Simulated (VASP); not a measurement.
# KI (Fm-3m) in VASP: notebook

Runs on KI. Level: LDA. Tasks: single point, relaxation of cell and atoms.

All numbers are computed with VASP 6.6.1; they aren't measurements. Logs are shortened: lines on timing, memory, paths and dates and some standing lists are left out, and cuts for length are marked.

**What was measured.**

From a printed reference work, monograph, for a bulk crystal of KI: band gap 6.32 eV.

The runs below are set against these values where they give the same quantity.

### Step 1. The cell of the first run

Symmetry: Fm-3m, No. 225, cubic system. Conventional cell: a = 7.066 Å, b = 7.066 Å, c = 7.066 Å, α = 90.00°, β = 90.00°, γ = 90.00°. Within 4.6 Å of K (site symmetry m-3m) lie 6 I at 3.53 Å. I (site symmetry m-3m) has 6 K at 3.53 Å within 4.6 Å.

### Step 2. Single point, LDA

Input file INCAR:

```
SYSTEM = KI
ALGO     = Normal         ! electronic algorithm
EDIFF    = 1E-6           ! SCF threshold, eV
ENCUT    = 500            ! plane-wave cutoff, eV
GGA      = CA             ! functional
GGA_COMPAT= .False.      
ISIF     = 2              ! what is computed and relaxed
ISMEAR   = 0              ! smearing method
LASPH    = .True.         ! aspherical terms in the spheres
LCHARG   = .False.        ! write CHGCAR
LREAL    = .False.        ! projectors in reciprocal space
LWAVE    = .False.        ! write WAVECAR
NBANDS   = 15             ! bands
NELM     = 120            ! most SCF steps
PREC     = Accurate       ! precision mode
SIGMA    = 0.1            ! smearing width, eV
```

Input file KPOINTS:

```
k-points
0
Gamma
  4 4 4
  0 0 0
```

Input file POSCAR:

```
KI
1.0
    0.0000000000      3.5327750000      3.5327750000
    3.5327750000      0.0000000000      3.5327750000
    3.5327750000      3.5327750000      0.0000000000
K I
1 1
Direct
    0.0000000000      0.0000000000      0.0000000000
    0.5000000000      0.5000000000      0.5000000000
```

Potentials or basis: VASP PAW LDA potentials, release 64 (K_sv, I).

The run is started by

```console
> cat potpaw_LDA.64/K_sv/POTCAR potpaw_LDA.64/I/POTCAR > POTCAR
> mpirun -np 1 vasp_std > vasp.out
```

OUTCAR:

```text
SYSTEM = KI
   EDIFF = 1E-6
   ENCUT = 500
   GGA = CA
   ISIF = 2
   ISMEAR = 0
   LASPH = .True.
   LREAL = .False.
   NELM = 120
   PREC = Accurate

 ion  position               nearest neighbor table
   1  0.000  0.000  0.000-   2 3.53   2 3.53   2 3.53   2 3.53   2 3.53   2 3.53
   2  0.500  0.500  0.500-   1 3.53   1 3.53   1 3.53   1 3.53   1 3.53   1 3.53

  LATTYP: Found a face centered cubic cell.
 ALAT       =     7.0655500000

  Lattice vectors:

 A1 = (   0.0000000000,   3.5327750000,   3.5327750000)
 A2 = (   3.5327750000,   0.0000000000,   3.5327750000)
 A3 = (   3.5327750000,   3.5327750000,   0.0000000000)

Analysis of symmetry for initial positions (statically):
=====================================================================
 Subroutine PRICEL returns:
 Original cell was already a primitive cell.

 Routine SETGRP: Setting up the symmetry group for a
 face centered cubic supercell.

 Subroutine GETGRP returns: Found 48 space group operations
 (whereof 48 operations were pure point group operations)
 out of a pool of 48 trial point group operations.

The static configuration has the point symmetry O_h .

Analysis of symmetry for dynamics (positions and initial velocities):
=====================================================================
 Subroutine PRICEL returns:
 Original cell was already a primitive cell.

 Routine SETGRP: Setting up the symmetry group for a
 face centered cubic supercell.

 Subroutine GETGRP returns: Found 48 space group operations
 (whereof 48 operations were pure point group operations)
 out of a pool of 48 trial point group operations.

The dynamic configuration has the point symmetry O_h .

 Subroutine INISYM returns: Found 48 space group operations
 (whereof 48 operations are pure point group operations),
 and found     1 'primitive' translations

----------------------------------------------------------------------------------------

                                     Primitive cell

  volume of cell :      88.1816

  direct lattice vectors                    reciprocal lattice vectors
     0.000000000  3.532775000  3.532775000    -0.141531799  0.141531799  0.141531799
     3.532775000  0.000000000  3.532775000     0.141531799 -0.141531799  0.141531799
     3.532775000  3.532775000  0.000000000     0.141531799  0.141531799 -0.141531799

  length of vectors
     4.996098318  4.996098318  4.996098318     0.245140266  0.245140266  0.245140266

  position of ions in fractional coordinates (direct lattice)
     0.000000000  0.000000000  0.000000000
     0.500000000  0.500000000  0.500000000

  ion indices of the primitive-cell ions
   primitive index   ion index
                 1           1
                 2           2

----------------------------------------------------------------------------------------

 KPOINTS: k-points

Automatic generation of k-mesh.
 Grid dimensions read from file:
 generate k-points for:    4    4    4

 Generating k-lattice:

  Cartesian coordinates                     Fractional coordinates (reciprocal lattice)
    -0.035382950  0.035382950  0.035382950     0.250000000  0.000000000  0.000000000
     0.035382950 -0.035382950  0.035382950     0.000000000  0.250000000  0.000000000
     0.035382950  0.035382950 -0.035382950     0.000000000  0.000000000  0.250000000

  Length of vectors
     0.061285067  0.061285067  0.061285067

  Shift w.r.t. Gamma in fractional coordinates (k-lattice)
     0.000000000  0.000000000  0.000000000

 Subroutine IBZKPT returns following result:
 ===========================================

 Found      8 irreducible k-points:

 Following reciprocal coordinates:
            Coordinates               Weight
  0.000000  0.000000  0.000000      1.000000
  0.250000  0.000000  0.000000      8.000000
  0.500000  0.000000  0.000000      4.000000
  0.250000  0.250000  0.000000      6.000000
  0.500000  0.250000  0.000000     24.000000
 -0.250000  0.250000  0.000000     12.000000
  0.500000  0.500000  0.000000      3.000000
 -0.250000  0.500000  0.250000      6.000000
   k-points           NKPTS =      8   k-points in BZ     NKDIM =      8   number of bands    NBANDS=     15
   number of dos      NEDOS =    301   number of ions     NIONS =      2
   total plane-waves  NPLWV =  46656
   dimension x,y,z NGX =    36 NGY =   36 NGZ =   36
   dimension x,y,z NGXF=    72 NGYF=   72 NGZF=   72
   ions per type =               1   1
   NGX,Y,Z   is equivalent  to a cutoff of  11.98, 11.98, 11.98 a.u.
   NGXF,Y,Z  is equivalent  to a cutoff of  23.96, 23.96, 23.96 a.u.
 SYSTEM =  KI
   PREC   = accura    normal or accurate (medium, high low for compatibility)
   ISTART =      0    job   : 0-new  1-cont  2-samecut
   ICHARG =      2    charge: 1-file 2-atom 10-const
   ISPIN  =      1    spin polarized calculation?
   LNONCOLLINEAR =      F non collinear calculations
   LSORBIT =      F    spin-orbit coupling
   LASPH  =      T    aspherical Exc in radial PAW
[... 78 lines left out ...]
      2     -12.5804      2.00000
      3     -12.4894      2.00000
      4     -12.4894      2.00000
      5     -11.0359      2.00000
      6      -1.4312      2.00000
      7      -0.8082      2.00000
      8      -0.8082      2.00000
      9       4.1272      0.00000
     10       5.7085      0.00000
     11       6.2730      0.00000
     12       6.2730      0.00000
     13       7.1122      0.00000
     14       7.1122      0.00000
     15       9.4224      0.00000

 k-point     3 :       0.5000    0.0000    0.0000
  band No.  band energies     occupation
      1     -28.7612      2.00000
      2     -12.6581      2.00000
      3     -12.4907      2.00000
      4     -12.4907      2.00000
      5     -10.8908      2.00000
      6      -2.0106      2.00000
      7      -0.9754      2.00000
      8      -0.9754      2.00000
      9       4.6241      0.00000
     10       6.8173      0.00000
     11       7.3341      0.00000
     12       7.3341      0.00000
     13       7.8467      0.00000
     14       7.8467      0.00000
     15       8.3907      0.00000

 k-point     4 :       0.2500    0.2500    0.0000
  band No.  band energies     occupation
      1     -28.7620      2.00000
      2     -12.5556      2.00000
      3     -12.4980      2.00000
      4     -12.4980      2.00000
      5     -11.0501      2.00000
      6      -1.4517      2.00000
      7      -0.8373      2.00000
      8      -0.8373      2.00000
      9       4.3610      0.00000
     10       4.6590      0.00000
     11       6.8102      0.00000
     12       7.0560      0.00000
     13       7.0560      0.00000
     14       7.2645      0.00000
     15       9.3375      0.00000

 k-point     5 :       0.5000    0.2500    0.0000
  band No.  band energies     occupation
      1     -28.7608      2.00000
      2     -12.5920      2.00000
      3     -12.5088      2.00000
      4     -12.4994      2.00000
      5     -10.9660      2.00000
      6      -1.7053      2.00000
      7      -1.1912      2.00000
      8      -0.9900      2.00000
      9       4.7879      0.00000
     10       5.8164      0.00000
     11       6.4595      0.00000
     12       7.4607      0.00000
     13       7.8623      0.00000
     14       8.2337      0.00000
     15       8.9934      0.00000

 k-point     6 :      -0.2500    0.2500    0.0000
  band No.  band energies     occupation
      1     -28.7612      2.00000
      2     -12.6068      2.00000
      3     -12.5103      2.00000
      4     -12.4908      2.00000
      5     -10.9512      2.00000
      6      -1.7047      2.00000
      7      -1.1475      2.00000
      8      -0.9646      2.00000
      9       5.2533      0.00000
     10       5.6667      0.00000
     11       6.3569      0.00000
     12       6.8814      0.00000
     13       7.7341      0.00000
     14       8.1207      0.00000
     15       8.9102      0.00000

 k-point     7 :       0.5000    0.5000    0.0000
  band No.  band energies     occupation
      1     -28.7605      2.00000
      2     -12.5379      2.00000
      3     -12.5081      2.00000
      4     -12.5081      2.00000
      5     -11.0474      2.00000
      6      -1.6623      2.00000
      7      -1.0033      2.00000
      8      -1.0033      2.00000
      9       4.0624      0.00000
     10       4.8540      0.00000
     11       7.3205      0.00000
     12       7.8752      0.00000
     13       7.8863      0.00000
     14       8.7945      0.00000
     15       8.7945      0.00000

 k-point     8 :      -0.2500    0.5000    0.2500
  band No.  band energies     occupation
      1     -28.7605      2.00000
      2     -12.5474      2.00000
      3     -12.5229      2.00000
      4     -12.5229      2.00000
      5     -10.9802      2.00000
      6      -1.3831      2.00000
      7      -1.3831      2.00000
      8      -1.2536      2.00000
      9       5.6050      0.00000
     10       5.6050      0.00000
     11       5.7591      0.00000
     12       7.2967      0.00000
     13       8.0343      0.00000
     14       8.8243      0.00000
     15       9.2084      0.00000

------------------------ aborting loop because EDIFF is reached ----------------------------------------

  FORCE on cell =-STRESS in cart. coord.  units (eV):
  Direction    XX          YY          ZZ          XY          YZ          ZX
  --------------------------------------------------------------------------------------
  -------------------------------------------------------------------------------------
  Total       -0.7072492     -0.7072492     -0.7072492      0.0000000      0.0000000      0.0000000
  in kB      -12.8500586    -12.8500586    -12.8500586      0.0000000      0.0000000      0.0000000
  external PRESSURE =     -12.8500586 kB  Pullay stress =       0.0000000 kB

 VOLUME and BASIS-vectors are now :
 -----------------------------------------------------------------------------
  energy-cutoff  :      500.00
  volume of cell :       88.18
      direct lattice vectors                 reciprocal lattice vectors
     0.000000000  3.532775000  3.532775000    -0.141531799  0.141531799  0.141531799
     3.532775000  0.000000000  3.532775000     0.141531799 -0.141531799  0.141531799
     3.532775000  3.532775000  0.000000000     0.141531799  0.141531799 -0.141531799

 POSITION                                       TOTAL-FORCE (eV/Angst)
 -----------------------------------------------------------------------------------
      0.00000      0.00000      0.00000         0.000000      0.000000     -0.000000
      3.53277      3.53277      3.53277        -0.000000     -0.000000      0.000000
 -----------------------------------------------------------------------------------
    total drift:                                0.000000      0.000000      0.000000

  FREE ENERGIE OF THE ION-ELECTRON SYSTEM (eV)
  ---------------------------------------------------
  free  energy   TOTEN  =        -6.1274235481 eV

  energy  without entropy=       -6.1274235481  energy(sigma->0) =       -6.12742355
```

It took 5.7 s on 1 thread of Intel Xeon Platinum 8559C (Emerald Rapids), shared host; peak memory 0.17 GiB.

What came out:

- Free energy: -6.1274 eV
- Pressure: -1.3 GPa
- Band gap on the k mesh: 3.61 eV

Caveat: spin-orbit coupling is left out, which moves the levels of the heavy elements.

(Continued in part 2 of 2.)
